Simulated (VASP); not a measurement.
Crystal: FeO.

```
Fe O
1.0
     1.51768    0.87623    2.51579
    -1.51768    0.87623    2.51579
     0.00000   -1.75247    2.51579
Fe O
1 1
Direct
  0.00000 0.00000 0.00000
  0.50000 0.50000 0.50000
```

Base run:

- Program: VASP 6.6.1
- Functional: r2SCAN
- Potentials or basis: VASP PAW PBE potentials, release 64 (Fe, O)
- Cutoff: 520 eV
- k mesh: 8 × 8 × 8
- Occupations: gaussian, width 0.05 eV
- Spin: collinear spin, random start
- Starting moments: [3.15, 0.0] μB
- Hubbard terms: Fe d U = 8 eV

Its results: band gap on the k mesh 2.67 eV, indirect (least direct gap 3.80 eV); pressure 1.4 GPa; net moment 4.00 μB per cell.

**Question.** The run is repeated on the same cell with these changes: spin from collinear spin, random start to collinear spin, zero start; moments at the start from [3.15, 0.0] to [0.0, 0.0]. What comes out?

**Answer.** Band gap on the k mesh 4.73 eV, indirect (least direct gap 4.79 eV); pressure -16.8 GPa; net moment 0.00 μB per cell.

Caveats: the PAW data sets were made with another functional, which shifts forces and pressure a little; a cell with one magnetic atom can't hold antiferromagnetic order, which such compounds often take (some runs).

A k mesh can miss the band edges.
